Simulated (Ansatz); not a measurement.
# BaSnO3: response to strain

Consider BaSnO₃ in the cubic perovskite structure (space group Pm-3m, No. 221; a = 4.131 Å). Axes: x, y, z lie along the cube axes.

Strains are applied to the cell and any free atomic positions relax; under biaxial strain the out-of-plane vector relaxes too.

Level of theory: Ansatz (a quantum-chemistry and plane-wave program), r2SCAN, PAW, cutoff 500 eV, scalar-relativistic without spin-orbit coupling.

Candidates:
(a) biaxial strain −4.05 %, plane normal [111], relaxed out of plane
(b) tensor shear ε_xz = −3.65 %
(c) biaxial strain −3.56 %, plane normal [001], relaxed out of plane

Base values:

Band gap: 1.56 eV

Q: Order them by band gap, lowest first.

A: (b) tensor shear ε_xz = −3.65 % (1.38 eV), (a) biaxial strain −4.05 %, plane normal [111], relaxed out of plane (2.11 eV), (c) biaxial strain −3.56 %, plane normal [001], relaxed out of plane (2.19 eV)

Stability against distortions was not tested.
